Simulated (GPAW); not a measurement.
Runs of GPAW 26.7.0 on BaTiO3. The structure is cubic, space group Pm-3m (No. 221). Conventional cell: a = 4.006 Å, b = 4.006 Å, c = 4.006 Å, α = 90.00°, β = 90.00°, γ = 90.00°. Ba (site symmetry m-3m) has 12 O at 2.83 Å as nearest neighbours. Ti (site symmetry m-3m) has 6 O at 2.00 Å as nearest neighbours. Around O (site symmetry 4/mmm) lie 2 Ti at 2.00 Å. 

```csv
task,level,potentials or basis,cell,k mesh,optimizer,fmax,max steps,target pressure,convergence,gap on the mesh (eV),pressure (GPa)
relaxation of cell and atoms,PBEsol,"PAW data sets generated in the run's folder for this functional, pw",relaxed to 10 GPa,6 × 6 × 6,BFGS,0.02 eV/Å,60,10 GPa,density=1e-05 forces=0.0001,1.86,9.9
relaxation of cell and atoms,PBEsol,"PAW data sets generated in the run's folder for this functional, pw",relaxed to 5 GPa,6 × 6 × 6,BFGS,0.02 eV/Å,60,5 GPa,density=1e-05 forces=0.0001,1.82,5.0
relaxation of cell and atoms,PBEsol,"PAW data sets generated in the run's folder for this functional, pw",relaxed,6 × 6 × 6,BFGS,0.02 eV/Å,60,-,density=1e-05 forces=0.0001,1.77,0.1
relaxation of cell and atoms,PBEsol,"PAW data sets generated in the run's folder for this functional, pw",relaxed to 20 GPa,6 × 6 × 6,BFGS,0.02 eV/Å,60,20 GPa,density=1e-05 forces=0.0001,(c),20.0
relaxation of cell and atoms,PBEsol,"PAW data sets generated in the run's folder for this functional, pw",relaxed to 30 GPa,6 × 6 × 6,BFGS,0.02 eV/Å,60,30 GPa,density=1e-05 forces=0.0001,1.95,30.0
band structure,r2SCAN,"GPAW PAW data sets (gpaw-data 1.2.1), pw",as given,7 × 7 × 7,-,-,-,-,-,2.20,(b)
relaxation of cell and atoms,PBEsol,"PAW data sets generated in the run's folder for this functional, pw",relaxed to 2 GPa,6 × 6 × 6,BFGS,0.02 eV/Å,60,2 GPa,density=1e-05 forces=0.0001,(a),2.2
```

Alike in all rows: no spin polarisation; cutoff (eV) 800; smearing fermi-dirac 0.05 eV.

Problem. Fill in the values left out.

Solution. (a) 1.79; (b) 0.0; (c) 1.94.

Caveats: spin-orbit coupling is left out, which moves the levels of the heavy elements; later steps reuse the first step's grids (some runs); the PAW data sets were made with another functional, which shifts forces and pressure a little (some runs).

A k mesh can miss the band edges, and the runs leave out spin-orbit coupling on Ba.

Runs at the PBE level aren't shown here.
